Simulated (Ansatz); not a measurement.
NaF (Villiaumite):

```xyz
2
Lattice="0.0000 2.3200 2.3200 2.3200 0.0000 2.3200 2.3200 2.3200 0.0000" Properties=species:S:1:pos:R:3 pbc="T T T"
Na    0.0000    0.0000    0.0000
F     2.3200    2.3200    2.3200
```

Program: Ansatz 0.2.0. Alike in all runs: no spin polarisation; cell as given.

Order these runs on this cell by their pressure, lowest first.
A. level LDA; potentials or basis all-electron LAPW, scalar-relativistic; k mesh 10 × 10 × 10; cutoff (eV) 262; smearing fermi-dirac 0.05 eV; basis error allowed 0.001 eV/atom
B. level PBEsol; potentials or basis all-electron LAPW, scalar-relativistic; k mesh 10 × 10 × 10; cutoff (eV) 262; smearing gaussian 0.05 eV; basis error allowed 0.001 eV/atom
C. level PBE; potentials or basis all-electron PAW datasets made for the crystal; k mesh 8 × 8 × 8; cutoff (eV) 280; smearing fermi-dirac 0.05 eV

A (-4.4 GPa), B (-0.3 GPa), C (1.9 GPa).

Not every run made on this cell is shown here.
